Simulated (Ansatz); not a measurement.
Crystal: CdS (Greenockite).

```
Cd S
1.0
     4.15000    0.00000    0.00000
    -2.07500    3.59401    0.00000
     0.00000    0.00000    6.73700
Cd S
2 2
Cartesian
  2.0750 1.1980 3.3685
  0.0000 2.3960 0.0000
  2.0750 1.1980 5.8949
  0.0000 2.3960 2.5264
```

Base run:

```yaml
Program: Ansatz 0.2.0
Functional: RPBE
Potentials_or_basis: Ansatz PAW
Cutoff: "420 eV (not typed: the program's choice for these potentials)"
k_mesh: 7 × 7 × 4
Occupations: gaussian, width 0.02 eV
Spin: no spin polarisation
```

Its results: band gap on the k mesh 1.38 eV, direct; pressure 4.3 GPa; largest force 0.070 eV/Å.

Question: After a change of settings the same cell gave: band gap on the k mesh 1.66 eV, direct; pressure 0.7 GPa; largest force 0.071 eV/Å. Which change was it?
A. occupations from gaussian, width 0.02 eV to gaussian, width 0.01 eV; dispersion from none to D3(BJ)
B. functional from RPBE to PBEsol; occupations from gaussian, width 0.02 eV to fermi-dirac, width 0.05 eV
C. functional from RPBE to LDA; occupations from gaussian, width 0.02 eV to gaussian, width 0.05 eV
D. functional from RPBE to r2SCAN; cutoff from 420 eV (not typed: the program's choice for these potentials) to 500 eV (not typed: the program's choice for these potentials); occupations from gaussian, width 0.02 eV to fermi-dirac, width 0.05 eV

Answer: D.

Caveats: the PAW data sets come from PBE, with cores solved anew for the run's functional, which leaves a small shift of forces and pressure; odd divisions of the mesh miss points on the zone boundary, where band edges often lie, so the gap on the mesh can be too wide (some runs).

Runs at the PBE level aren't shown here.
